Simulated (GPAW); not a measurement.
Ge:

```
Ge
1.0
    -2.57449    2.57449    1.39741
     2.57449   -2.57449    1.39741
     2.57449    2.57449   -1.39741
Ge
2
Cartesian
  0.0000 0.0000 1.3974
  2.5745 0.0000 0.6987
```

This isn't the form of Ge at room conditions, which is diamond.

- Program: GPAW 26.7.0
- Task: relaxation of cell and atoms
- Functional: revPBE
- Potentials or basis: the program's PAW data sets (release 1.2.1) made for this functional
- Cutoff: 600 eV
- Basis: pw
- k mesh: 11 × 11 × 11
- Occupations: fermi-dirac, width 0.05 eV
- Spin: no spin polarisation

At the start: pressure 4.3 GPa; volume 18.52 Å³/atom.

Q: Where does the relaxation end?

A: Over 3 steps the energy falls by 14.3 meV/atom and the volume is 19.56 Å³/atom (+5.6 %); space group I4_1/amd (No. 141, to 0.05 Å).

Step by step:
| step | energy change (eV) | largest force (eV/Å) | pressure (GPa) | volume (Å³) |
| --- | --- | --- | --- | --- |
| 1 | 0.0000 | 0.0000 | 4.32 | 37.05 |
| 2 | -0.0097 | 0.0000 | 3.43 | 37.45 |
| 3 | -0.0285 | 0.0000 | 0.19 | 39.11 |

Final structure:
```
Ge
1.0
    -2.62253    2.62253    1.42179
     2.62253   -2.62253    1.42179
     2.62253    2.62253   -1.42179
Ge
2
Direct
  0.50000 0.50000 0.00000
  0.25000 0.75000 0.50000
```

Caveat: later steps reuse the first step's grids.
